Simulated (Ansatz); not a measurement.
## Pd: equation of state with LDA

Pd:

```
Pd
1.0
     0.00000    1.94650    1.94650
     1.94650    0.00000    1.94650
     1.94650    1.94650    0.00000
Pd
1
Cartesian
  0.0000 0.0000 0.0000
```

| Item | Value |
| --- | --- |
| Program | Ansatz 0.2.0 |
| Task | equation of state |
| Functional | LDA |
| Potentials or basis | Ansatz PAW |
| Cutoff | 420 eV |
| Density cutoff | 1680 eV |
| k mesh | 12 × 12 × 12 |
| Occupations | fermi-dirac, width 0.05 eV |
| Spin | no spin polarisation |

```yaml
Equilibrium_volume: 14.13 Å³/atom
Bulk_modulus: 229 GPa
Pressure_derivative_of_the_bulk_modulus: 5.6
```

Energy against volume, from the lowest point:
```csv
volume (Å³/atom),energy (meV/atom)
13.865,3.71
14.160,0.00
14.455,4.97
14.750,17.52
15.045,36.66
15.340,61.51
15.635,91.34
```

All runs of the series together: 5.5 s on 2 threads of AMD EPYC 7R13 Processor (Zen 3), with other jobs on the host.

LDA usually gives volumes a few per cent too small. Zero-point motion and thermal expansion aren't in these numbers.
